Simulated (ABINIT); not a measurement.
The system is Cu.

```
Cu
1.0
     2.53410    0.00000    0.00000
    -1.26705    2.19459    0.00000
     0.00000    0.00000    4.11257
Cu
2
Cartesian
  1.2670 0.7315 3.0844
  0.0000 1.4631 1.0281
```

This isn't the form of Cu at room conditions, which is fcc.

| Quantity | Value |
| --- | --- |
| Program | ABINIT 10.8.3 (patched build) |
| Task | relaxation of cell and atoms |
| Functional | LDA |
| Potentials or basis | JTH PAW LDA v2.0 |
| Cutoff | 707 eV |
| k mesh | 12 × 12 × 7 |
| Occupations | fermi-dirac, width 0.05 eV |
| Spin | no spin polarisation |

At the start: pressure -7.7 GPa; volume 11.44 Å³/atom.

Question: How do energy, volume and symmetry change on relaxing?

Answer: Over 4 steps the energy falls by 13.0 meV/atom and the volume is 10.92 Å³/atom (-4.5 %); space group P6_3/mmc (No. 194, to 0.05 Å).

The path:
```csv
step,energy change (eV),largest force (eV/Å),pressure (GPa),volume (Å³)
1,0.0000,0.0000,-7.69,22.87
2,-0.0196,0.0000,-3.96,22.34
3,-0.0260,0.0000,0.24,21.81
4,-0.0260,0.0000,0.00,21.83
```

Final structure:
```
Cu
1.0
     2.49391    0.00000    0.00000
    -1.24695    2.15979    0.00000
     0.00000    0.00000    4.05367
Cu
2
Direct
  0.66667 0.33333 0.75000
  0.33333 0.66667 0.25000
```
